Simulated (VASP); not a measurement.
# Li (Fm-3m) in VASP: notebook

One crystal, Li, is run at these levels: PBE, PBEsol+D4; tasks: single point.

Program: VASP 6.6.1. These are calculated values, not measurements. Logs are shortened: lines on timing, memory, paths and dates and some standing lists are left out, and cuts for length are marked.

## Step 1: Starting point

Symmetry: Fm-3m, No. 225, cubic system. The conventional cell has a = 4.404 Å, b = 4.404 Å, c = 4.404 Å, α = 90.00°, β = 90.00°, γ = 90.00°. Around Li (site symmetry m-3m) lie 12 Li at 3.11 Å.

This isn't the form of Li at room conditions, which is bcc.

## Step 2: Single point, PBE

Input file INCAR:

```
SYSTEM = Li
PREC = Accurate
ENCUT = 520
EDIFF = 1E-6
ISMEAR = -1
SIGMA = 0.03
LREAL = .FALSE.
LASPH = .TRUE.
NELM = 80
ALGO = Normal
ISIF = 2
LWAVE = .FALSE.
LCHARG = .FALSE.
GGA = PE
NBANDS = 8
```

Input file KPOINTS:

```
Automatic mesh
0
G
  5 5 5
  0 0 0
```

Input file POSCAR:

```
Li
1.0
    0.0000000000      2.2020000000      2.2020000000
    2.2020000000      0.0000000000      2.2020000000
    2.2020000000      2.2020000000      0.0000000000
Li
1
Direct
    0.0000000000      0.0000000000      0.0000000000
```

Potentials or basis: VASP PAW PBE potentials, release 64 (Li_sv).

On the command line:

```sh
$ cat potpaw_PBE.64/Li_sv/POTCAR > POTCAR
$ mpirun -np 1 vasp_std > vasp.out
```

OUTCAR:

```text
SYSTEM = Li
   PREC = Accurate
   ENCUT = 520
   EDIFF = 1E-6
   ISMEAR = -1
   LREAL = .FALSE.
   LASPH = .TRUE.
   NELM = 80
   ISIF = 2
   GGA = PE

 ion  position               nearest neighbor table
   1  0.000  0.000  0.000-

  LATTYP: Found a face centered cubic cell.
 ALAT       =     4.4040000000

  Lattice vectors:

 A1 = (   0.0000000000,   2.2020000000,   2.2020000000)
 A2 = (   2.2020000000,   0.0000000000,   2.2020000000)
 A3 = (   2.2020000000,   2.2020000000,   0.0000000000)

Analysis of symmetry for initial positions (statically):
=====================================================================
 Subroutine PRICEL returns:
 Original cell was already a primitive cell.

 Routine SETGRP: Setting up the symmetry group for a
 face centered cubic supercell.

 Subroutine GETGRP returns: Found 48 space group operations
 (whereof 48 operations were pure point group operations)
 out of a pool of 48 trial point group operations.

The static configuration has the point symmetry O_h .

Analysis of symmetry for dynamics (positions and initial velocities):
=====================================================================
 Subroutine PRICEL returns:
 Original cell was already a primitive cell.

 Routine SETGRP: Setting up the symmetry group for a
 face centered cubic supercell.

 Subroutine GETGRP returns: Found 48 space group operations
 (whereof 48 operations were pure point group operations)
 out of a pool of 48 trial point group operations.

The dynamic configuration has the point symmetry O_h .

 Subroutine INISYM returns: Found 48 space group operations
 (whereof 48 operations are pure point group operations),
 and found     1 'primitive' translations

----------------------------------------------------------------------------------------

                                     Primitive cell

  volume of cell :      21.3541

  direct lattice vectors                    reciprocal lattice vectors
     0.000000000  2.202000000  2.202000000    -0.227066303  0.227066303  0.227066303
     2.202000000  0.000000000  2.202000000     0.227066303 -0.227066303  0.227066303
     2.202000000  2.202000000  0.000000000     0.227066303  0.227066303 -0.227066303

  length of vectors
     3.114098264  3.114098264  3.114098264     0.393290374  0.393290374  0.393290374

  position of ions in fractional coordinates (direct lattice)
     0.000000000  0.000000000  0.000000000

  ion indices of the primitive-cell ions
   primitive index   ion index
                 1           1

----------------------------------------------------------------------------------------

 KPOINTS: Automatic mesh

Automatic generation of k-mesh.
 Grid dimensions read from file:
 generate k-points for:    5    5    5

 Generating k-lattice:

  Cartesian coordinates                     Fractional coordinates (reciprocal lattice)
    -0.045413261  0.045413261  0.045413261     0.200000000  0.000000000  0.000000000
     0.045413261 -0.045413261  0.045413261     0.000000000  0.200000000  0.000000000
     0.045413261  0.045413261 -0.045413261     0.000000000  0.000000000  0.200000000

  Length of vectors
     0.078658075  0.078658075  0.078658075

  Shift w.r.t. Gamma in fractional coordinates (k-lattice)
     0.000000000  0.000000000  0.000000000

 Subroutine IBZKPT returns following result:
 ===========================================

 Found     10 irreducible k-points:

 Following reciprocal coordinates:
            Coordinates               Weight
  0.000000  0.000000  0.000000      1.000000
  0.200000  0.000000  0.000000      8.000000
  0.400000  0.000000  0.000000      8.000000
  0.200000  0.200000  0.000000      6.000000
  0.400000  0.200000  0.000000     24.000000
 -0.400000  0.200000  0.000000     24.000000
 -0.200000  0.200000  0.000000     12.000000
  0.400000  0.400000  0.000000      6.000000
 -0.400000  0.400000  0.000000     12.000000
 -0.400000  0.400000  0.200000     24.000000
   k-points           NKPTS =     10   k-points in BZ     NKDIM =     10   number of bands    NBANDS=      8
   number of dos      NEDOS =    301   number of ions     NIONS =      1
   total plane-waves  NPLWV =  13824
   dimension x,y,z NGX =    24 NGY =   24 NGZ =   24
   dimension x,y,z NGXF=    48 NGYF=   48 NGZF=   48
   ions per type =               1
   NGX,Y,Z   is equivalent  to a cutoff of  12.81, 12.81, 12.81 a.u.
   NGXF,Y,Z  is equivalent  to a cutoff of  25.62, 25.62, 25.62 a.u.
 SYSTEM =  Li
   PREC   = accura    normal or accurate (medium, high low for compatibility)
   ISTART =      0    job   : 0-new  1-cont  2-samecut
   ICHARG =      2    charge: 1-file 2-atom 10-const
   ISPIN  =      1    spin polarized calculation?
   LNONCOLLINEAR =      F non collinear calculations
   LSORBIT =      F    spin-orbit coupling
   LASPH  =      T    aspherical Exc in radial PAW
   ENCUT  =  520.0 eV  38.22 Ry    6.18 a.u.   5.79  5.79  5.79*2*pi/ulx,y,z
   NELM   =     80;   NELMIN=  2; NELMDL= -5     # of ELM steps
   EDIFF  = 0.1E-05   stopping-criterion for ELM
   LREAL  =      F    real-space projection
   EDIFFG = 0.1E-04   stopping-criterion for IOM
   NSW    =      0    number of steps for IOM
   IBRION =     -1    ionic relax: 0-MD 1-quasi-New 2-CG
   NFREE  =      0    steps in history (QN), initial steepest desc. (CG)
   ISIF   =      2    stress and relaxation
   ISYM   =      2    0-nonsym 1-usesym 2-fastsym
   POTIM  = 0.5000    time-step for ionic-motion
   TEBEG  =    0.0;   TEEND  =   0.0 temperature during run
   PSTRESS=    0.0 pullay stress
   NELECT =       3.0000    total number of electrons
   NUPDOWN=      -1.0000    fix difference up-down
   EMIN   =  10.00;   EMAX   =-10.00  energy-range for DOS
   EFERMI =   0.00;   METHOD = LEGACY
   ISMEAR =    -1;   SIGMA  =   0.03  broadening in eV -4-tet -1-fermi 0-gaus
   EFERMI_NEDOS =   21; number of points for ismear=-14 and -15
   IALGO  =     38    algorithm
   IMIX   =      4    mixing-type and parameters
     AMIX     =   0.40;   BMIX     =  1.00
     AMIX_MAG =   1.60;   BMIX_MAG =  1.00
  volume/ion in A,a.u.               =      21.35       144.10
  Fermi-wavevector in a.u.,A,eV,Ry     =   0.851049  1.608250  9.854489  0.724285
  Thomas-Fermi vector in A             =   1.967122
   LORBIT       =      0    0 simple, 1 ext, 2 COOP (PROOUT), +10 PAW based schemes
   GGA     = PE    functional components
   LHFCALC =     F    Hartree Fock is set to
   AEXX    =    0.0000 exact exchange contribution
   IVDW    =     0    specifies the selected vdW correction
   LEPSILON=     F    determine dielectric tensor
   LRPA    =     F    only Hartree local field effects (RPA)
 non-spin polarized calculation
  energy-cutoff  :      520.00
  volume of cell :       21.35
 maximum number of plane-waves:       589
   NGX = 11   NGY = 11   NGZ = 11

 number of electron       3.0000005 magnetization

 Free energy of the ion-electron system (eV)
  ---------------------------------------------------
  ext. energy  EPLUGINS =         0.00000000
  ---------------------------------------------------
  free energy    TOTEN  =        -1.95199108 eV

  energy without entropy =       -1.95003485  energy(sigma->0) =       -1.95101297

 E-fermi :   0.7320     XC(G=0):  -6.9187

 val. band max:        0.7219011652   @ k =   0.4000   0.4000   0.0000
 cond. band min:       1.1512800570   @ k =  -0.4000   0.2000   0.0000
 fundamental gap:      0.4293788917
 Fermi energy:         0.7319949118

 k-point     1 :       0.0000    0.0000    0.0000
  band No.  band energies     occupation
      1     -46.1276      2.00000
      2      -3.0096      2.00000
      3      14.3128      0.00000
      4      14.3129      0.00000
      5      14.3129      0.00000
      6      18.1166      0.00000
      7      18.1166      0.00000
      8      18.1166      0.00000

 k-point     2 :       0.2000    0.0000    0.0000
  band No.  band energies     occupation
      1     -46.1226      2.00000
      2      -2.3087      2.00000
      3       9.6286      0.00000
      4      13.3648      0.00000
      5      13.3649      0.00000
      6      17.6248      0.00000
      7      19.1332      0.00000
      8      19.1332      0.00000

 k-point     3 :       0.4000    0.0000    0.0000
  band No.  band energies     occupation
      1     -46.1145      2.00000
      2      -0.3115      2.00000
      3       4.4494      0.00000
      4      12.7114      0.00000
      5      12.7115      0.00000
      6      16.8924      0.00000
      7      16.8924      0.00000
      8      17.3224      0.00000

 k-point     4 :       0.2000    0.2000    0.0000
  band No.  band energies     occupation
      1     -46.1209      2.00000
      2      -2.0681      2.00000
      3      11.1953      0.00000
      4      11.1954      0.00000
      5      13.5595      0.00000
      6      13.6650      0.00000
      7      15.3621      0.00000
      8      22.7125      0.00000

 k-point     5 :       0.4000    0.2000    0.0000
  band No.  band energies     occupation
      1     -46.1139      2.00000
      2      -0.4296      2.00000
      3       6.3686      0.00000
      4      10.3324      0.00000
      5      10.7173      0.00000
      6      13.9819      0.00000
      7      17.2048      0.00000
      8      21.5911      0.00000

 k-point     6 :      -0.4000    0.2000    0.0000
  band No.  band energies     occupation
      1     -46.1111      2.00000
      2       1.1513      0.00000
      3       3.6364      0.00000
      4       9.0474      0.00000
      5      11.1142      0.00000
      6      14.5570      0.00000
      7      19.6449      0.00000
      8      21.2074      0.00000

 k-point     7 :      -0.2000    0.2000    0.0000
  band No.  band energies     occupation
      1     -46.1165      2.00000
      2      -1.1307      2.00000
      3       7.3992      0.00000
      4       9.4335      0.00000
      5      13.2244      0.00000
      6      16.3384      0.00000
      7      18.9179      0.00000
      8      19.0590      0.00000

 k-point     8 :       0.4000    0.4000    0.0000
  band No.  band energies     occupation
      1     -46.1102      2.00000
      2       0.7219      1.16666
      3       6.8483      0.00000
      4       8.9173      0.00000
      5       8.9174      0.00000
      6      11.0850      0.00000
      7      15.0754      0.00000
      8      27.6930      0.00000

 k-point     9 :      -0.4000    0.4000    0.0000
  band No.  band energies     occupation
      1     -46.1086      2.00000
      2       2.5816      0.00000
      3       4.1546      0.00000
      4       6.5981      0.00000
      5       9.1986      0.00000
      6      13.4878      0.00000
      7      16.9278      0.00000
      8      25.3246      0.00000

 k-point    10 :      -0.4000    0.4000    0.2000
  band No.  band energies     occupation
      1     -46.1095      2.00000
      2       1.6876      0.00000
      3       4.9999      0.00000
      4       6.4984      0.00000
      5       9.2442      0.00000
      6      16.3189      0.00000
      7      17.3824      0.00000
      8      21.2748      0.00000

------------------------ aborting loop because EDIFF is reached ----------------------------------------

  FORCE on cell =-STRESS in cart. coord.  units (eV):
  Direction    XX          YY          ZZ          XY          YZ          ZX
  --------------------------------------------------------------------------------------
  -------------------------------------------------------------------------------------
  Total       -0.1132375     -0.1132375     -0.1132375      0.0000000      0.0000000     -0.0000000
  in kB       -8.4960876     -8.4960876     -8.4960876      0.0000000      0.0000000     -0.0000000
  external PRESSURE =      -8.4960876 kB  Pullay stress =       0.0000000 kB

 VOLUME and BASIS-vectors are now :
 -----------------------------------------------------------------------------
  energy-cutoff  :      520.00
  volume of cell :       21.35
      direct lattice vectors                 reciprocal lattice vectors
     0.000000000  2.202000000  2.202000000    -0.227066303  0.227066303  0.227066303
     2.202000000  0.000000000  2.202000000     0.227066303 -0.227066303  0.227066303
     2.202000000  2.202000000  0.000000000     0.227066303  0.227066303 -0.227066303

 POSITION                                       TOTAL-FORCE (eV/Angst)
 -----------------------------------------------------------------------------------
      0.00000      0.00000      0.00000        -0.000000     -0.000000      0.000000
 -----------------------------------------------------------------------------------
    total drift:                               -0.000000     -0.000000      0.000000

  FREE ENERGIE OF THE ION-ELECTRON SYSTEM (eV)
  ---------------------------------------------------
  free  energy   TOTEN  =        -1.9519910816 eV

  energy  without entropy=       -1.9500348548  energy(sigma->0) =       -1.95101297
```

It took 2.4 s on 1 thread of AMD EPYC 7R13 (Zen 3), shared host; peak memory 0.09 GiB.

Results:

* Free energy: -1.9520 eV
* Band gap on the k mesh: none (metal or under the smearing width)

Caveat: the k mesh is coarse (spacing up to 0.49 Å⁻¹), so the values aren't converged; the cutoff is under 1.25 times the usual one of these potentials, so pressure, stress and relaxed cells hold a basis-set (Pulay) error.

## Step 3: Single point, PBEsol+D4, collinear spin, typed start (volume scaled by 0.92)

Input file INCAR:

```
SYSTEM = Li
ALGO = Normal ; EDIFF = 1E-6
ENCUT = 520 ; GGA = PS
ISIF = 2 ; ISMEAR = -5
ISPIN = 2 ; IVDW = 13
LASPH = .True. ; LCHARG = .False.
LORBIT = 11 ; LREAL = .False.
LWAVE = .False. ; MAGMOM = 1
NBANDS = 12 ; NELM = 150
NUPDOWN = 1.0 ; PREC = Accurate
SIGMA = 0.05
```

Input file KPOINTS:

```
k-points
0
Gamma
  10 10 10
  0 0 0
```

Input file POSCAR:

```
Li
1.0
    0.0000000000      2.1416405953      2.1416405953
    2.1416405953      0.0000000000      2.1416405953
    2.1416405953      2.1416405953      0.0000000000
Li
1
Direct
    0.0000000000      0.0000000000      0.0000000000
```

Potentials or basis: VASP PAW PBE potentials, release 64 (Li_sv).

On the command line:

```sh
$ cat potpaw_PBE.64/Li_sv/POTCAR > POTCAR
$ mpirun -np 1 vasp_std > vasp.out
```

OUTCAR:

```text
SYSTEM = Li
   EDIFF = 1E-6
   ENCUT = 520
   GGA = PS
   ISIF = 2
   ISMEAR = -5
   ISPIN = 2
   IVDW = 13
   LASPH = .True.
   LORBIT = 11
   LREAL = .False.
   NELM = 150
   NUPDOWN = 1.0
   PREC = Accurate

 ion  position               nearest neighbor table
   1  0.000  0.000  0.000-

  LATTYP: Found a face centered cubic cell.
 ALAT       =     4.2832811906

  Lattice vectors:

 A1 = (   0.0000000000,   2.1416405953,   2.1416405953)
 A2 = (   2.1416405953,   0.0000000000,   2.1416405953)
 A3 = (   2.1416405953,   2.1416405953,   0.0000000000)

Analysis of symmetry for initial positions (statically):
=====================================================================
 Subroutine PRICEL returns:
 Original cell was already a primitive cell.

 Routine SETGRP: Setting up the symmetry group for a
 face centered cubic supercell.

 Subroutine GETGRP returns: Found 48 space group operations
 (whereof 48 operations were pure point group operations)
 out of a pool of 48 trial point group operations.

The static configuration has the point symmetry O_h .
[... 559 lines left out ...]
      9      21.6429      0.00000
     10      26.4653      0.00000
     11      27.7781      0.00000
     12      27.7797      0.00000
[... 333 lines left out ...]
      1     -45.0539      1.00000
      2       1.2223      0.00000
      3       9.1098      0.00000
      4      10.4351      0.00000
      5      10.7813      0.00000
      6      14.7111      0.00000
      7      17.2819      0.00000
      8      27.2870      0.00000
      9      28.6960      0.00000
     10      31.7422      0.00000
     11      33.0421      0.00000
     12      33.2094      0.00000

 [... further k-points ...]

------------------------ aborting loop because EDIFF is reached ----------------------------------------

  DFT-D4 for vdW energy calculation

  Edisp (eV):   -0.01151

  FORCE on cell =-STRESS in cart. coord.  units (eV):
  Direction    XX          YY          ZZ          XY          YZ          ZX
  --------------------------------------------------------------------------------------
  -------------------------------------------------------------------------------------
  Total       0.30610     0.30610     0.30610     0.00000    -0.00000    -0.00000
  in kB      24.96346    24.96346    24.96346     0.00000    -0.00000    -0.00000
  external pressure =       24.96 kB  Pullay stress =        0.00 kB

 VOLUME and BASIS-vectors are now :
 -----------------------------------------------------------------------------
  energy-cutoff  :      520.00
  volume of cell :       19.65
      direct lattice vectors                 reciprocal lattice vectors
     0.000000000  2.141640595  2.141640595    -0.233465877  0.233465877  0.233465877
     2.141640595  0.000000000  2.141640595     0.233465877 -0.233465877  0.233465877
     2.141640595  2.141640595  0.000000000     0.233465877  0.233465877 -0.233465877

 POSITION                                       TOTAL-FORCE (eV/Angst)
 -----------------------------------------------------------------------------------
      0.00000      0.00000      0.00000         0.000000      0.000000      0.000000
 -----------------------------------------------------------------------------------
    total drift:                               -0.000000     -0.000000     -0.000000

  FREE ENERGIE OF THE ION-ELECTRON SYSTEM (eV)
  ---------------------------------------------------
  free  energy   TOTEN  =        -1.2315928191 eV

  energy  without entropy=       -1.2315928191  energy(sigma->0) =       -1.23159282

 total charge

# of ion       s       p       d       tot
------------------------------------------
    1        2.012   0.080   0.000   2.092

 magnetization (x)

# of ion       s       p       d       tot
------------------------------------------
    1        0.033   0.080   0.000   0.113
```

OSZICAR:

```text
N       E                     dE             d eps       ncg     rms          rms(c)
DAV:   1     0.425111964214E+01    0.42511E+01   -0.84368E+02  2256   0.214E+02
DAV:   2    -0.122480513128E+00   -0.43736E+01   -0.43341E+01  3024   0.422E+01
DAV:   3    -0.211786569692E+00   -0.89306E-01   -0.89167E-01  2844   0.466E+00
DAV:   4    -0.212461491651E+00   -0.67492E-03   -0.67489E-03  2616   0.405E-01
DAV:   5    -0.212467172130E+00   -0.56805E-05   -0.56805E-05  2784   0.341E-02    0.859E+00
DAV:   6    -0.513240216399E+00   -0.30077E+00   -0.81842E-01  2540   0.287E+00    0.380E+00
DAV:   7    -0.117950494914E+01   -0.66626E+00   -0.19321E-01  2560   0.161E+00    0.402E-01
DAV:   8    -0.121610996927E+01   -0.36605E-01   -0.10661E-02  2600   0.638E-01    0.240E-01
DAV:   9    -0.121976574120E+01   -0.36558E-02   -0.12120E-03  2360   0.192E-01    0.577E-02
DAV:  10    -0.121913608351E+01    0.62966E-03   -0.12529E-04  2596   0.634E-02    0.108E-02
DAV:  11    -0.121980676891E+01   -0.67069E-03   -0.12923E-05  2664   0.170E-02    0.655E-03
DAV:  12    -0.122007862288E+01   -0.27185E-03   -0.37702E-06  2396   0.106E-02    0.180E-03
DAV:  13    -0.122007825225E+01    0.37063E-06   -0.38297E-07  2448   0.353E-03
   1 F= -.12315928E+01 E0= -.12315928E+01  d E =0.000000E+00  mag=     1.0000
```

Wall time 18 s (1 thread of AMD EPYC 7R13 (Zen 3), shared host); peak memory 0.12 GiB.

What came out:

```yaml
Free_energy: -1.2316 eV
Net_moment: 1.00 μB per cell
Site_moments: Li +0.11 μB
Valence_electrons_inside_the_program's_atomic_spheres: Li 2.09
Dispersion_energy_per_atom: -0.012 eV
```

Caveat: the cutoff is under 1.25 times the usual one of these potentials, so pressure, stress and relaxed cells hold a basis-set (Pulay) error; the PAW data sets were made with another functional, which shifts forces and pressure a little; the total moment is fixed, so each spin has its own Fermi level.
